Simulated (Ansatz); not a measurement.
Runs of Ansatz 0.2.0 on CdS (Greenockite). It takes space group P6_3mc (No. 186, hexagonal). Conventional cell: a = 4.150 Å, b = 4.150 Å, c = 6.737 Å, α = 90.00°, β = 90.00°, γ = 120.00°. Cd (site symmetry 3m) is surrounded by 4 S at 2.53 to 2.54 Å. S (site symmetry 3m) is surrounded by 4 Cd at 2.53 to 2.54 Å. 

```csv
task,level,cell,k mesh,smearing,points for each segment of the path,mesh quality,gap on the mesh (eV),pressure (GPa),relaxed volume (Å³/atom),largest force (eV/Å)
relaxation of cell and atoms,revPBE+D4,relaxed,7 × 7 × 4,fermi-dirac 0.05 eV,-,not flagged,1.35,0.0,(a),-
band structure,HSEsol,as given,4 × 4 × 2,fermi-dirac 0.05 eV,4,coarse,2.08,-1.2,-,0.06
band structure,HSE06,as given,4 × 4 × 2,fermi-dirac 0.05 eV,4,coarse,2.23,1.0,-,0.06
Born charges and dielectric tensor,LDA,as given,7 × 7 × 4,fixed,-,not flagged,0.91,-,-,-
relaxation of cell and atoms,LDA,relaxed,7 × 7 × 4,fermi-dirac 0.05 eV,-,not flagged,1.03,0.0,23.86,0.01
relaxation of cell and atoms,revPBE,relaxed,7 × 7 × 4,fermi-dirac 0.05 eV,-,not flagged,1.18,0.0,(b),-
relaxation of cell and atoms,PBEsol+D4,relaxed,7 × 7 × 4,fermi-dirac 0.05 eV,-,not flagged,1.13,0.0,24.24,0.01
band structure,revPBE,as given,7 × 7 × 4,fermi-dirac 0.05 eV,14,not flagged,1.33,3.7,-,0.07
```

Alike in all rows: potentials or basis Ansatz PAW; no spin polarisation; cutoff (eV) 420.

Question: Fill in the values left out.

Answer: (a) 24.99; (b) 26.82.

Caveats: some runs use coarse meshes; the PAW data sets come from PBE, with cores solved anew for the run's functional, which leaves a small shift of forces and pressure; odd divisions of the mesh miss points on the zone boundary, where band edges often lie, so the gap on the mesh can be too wide (some runs); the plane-wave basis is chosen anew once the cell has moved, so the energies of steps on either side of that aren't comparable (some runs); the thresholds are loose for stress (some runs).

A k mesh can miss the band edges, and the runs leave out spin-orbit coupling on Cd.

Runs at the PBE level aren't shown here.
